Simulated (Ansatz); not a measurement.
## How fast does H move in Be?

All numbers below come from Ansatz 0.2.0, DFT PBE, scalar-relativistic, plane waves, PAW. Settings: 420 eV cutoff, 4×4×4 k-mesh, shifted by half a step, Gaussian smearing of 0.10 eV, no spin polarisation.

Host crystal, relaxed:

```
Be
1.0
     2.26526    0.00000    0.00000
    -1.13263    1.96177    0.00000
     0.00000    0.00000    3.56087
Be
2
Direct
  0.33333 0.66667 0.75000
  0.66667 0.33333 0.25000
```

In a supercell of 32 host sites, interstitial H hops to an equivalent place, moving 1.78 Å. Climbing-image nudged elastic band at fixed cell; the order of the saddle wasn't checked, and the small cell leaves errors of about a tenth of an eV. Zero-point motion and tunnelling, which matter for H, are left out.

```
image path (Å) E − E(0) (eV)
    0      0.00          0.000
    1      0.30          0.129
    2      0.60          0.385
    3      0.90          0.506
    4      1.20          0.385
    5      1.50          0.128
    6      1.80          0.000
```

Question: What are the barriers forward and back, and what attempt frequency does the shape suggest?

Answer: Forward 0.51 eV, back 0.51 eV, the ends being level. For a sinusoidal profile E_b sin²(πx/l), with the H atom alone moving, ν = (1/l)√(E_b/2m) = 2.8×10¹³ s⁻¹, within an order of magnitude of the customary 10¹³ s⁻¹; a true prefactor needs the vibrations at the minimum and at the saddle.

Question: With ν = 10¹³ s⁻¹, give the forward jump rate along this one path, the wait 1/k for that jump, the diffusivity D ≈ l²k and the distance √(Dt) covered in an hour at 300, 600 and 1000 K, taking the host as solid throughout.

Answer: k = ν exp(−E_b/k_BT):
```
T (K) k (1/s) wait (s) D (cm²/s)  √(Dt) in 1 h (nm)
  300   3.2×10⁴   3.1×10⁻⁵  1.0×10⁻¹¹               1907
  600   5.6×10⁸   1.8×10⁻⁹   1.8×10⁻⁷            2.5×10⁵
 1000  2.8×10¹⁰  3.5×10⁻¹¹   9.0×10⁻⁶            1.8×10⁶
```

D = l²k holds for six equivalent jumps in three dimensions (z l²k/6) and is a scale otherwise. Long-range transport needs a connected net of such jumps, and traps slow it. D is that of an interstitial already there. An error of 0.1 eV in the barrier changes k by a factor of 48 at 300 K and 3.2 at 1000 K.

Cost: 1 run of about 17 core-minutes, on Arm Neoverse V2 (shared hosts).